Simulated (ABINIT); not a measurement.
The system is AlN.

```
CELL_PARAMETERS angstrom
3.11300 0.00000 0.00000
-1.55650 2.69594 0.00000
0.00000 0.00000 4.98100
ATOMIC_POSITIONS crystal
Al 0.66667 0.33333 0.50000
Al 0.33333 0.66667 0.00000
N 0.66667 0.33333 0.88000
N 0.33333 0.66667 0.38000
```

Base run:

```yaml
Program: ABINIT 10.8.3 (patched build)
Functional: HSE06
Potentials_or_basis: PseudoDojo NC SR PBE v0.4.1 standard
Cutoff: 952 eV
k_mesh: 6 × 6 × 4
Occupations: fixed
Spin: no spin polarisation
```

Its results: band gap on the k mesh 5.58 eV, direct; pressure -1.4 GPa; largest force 0.128 eV/Å.

Q: The run is repeated on the same cell with these changes: functional from HSE06 to PBE. What comes out?

A: Band gap on the k mesh 4.22 eV, direct; pressure 2.7 GPa; largest force 0.132 eV/Å.

HSE06 gives the wider gap, since exact exchange removes part of the self-interaction.

Caveats: Libxc's HSE differs a little from that of other programs (some runs); the potentials were made for another functional, which shifts forces and pressure (some runs).

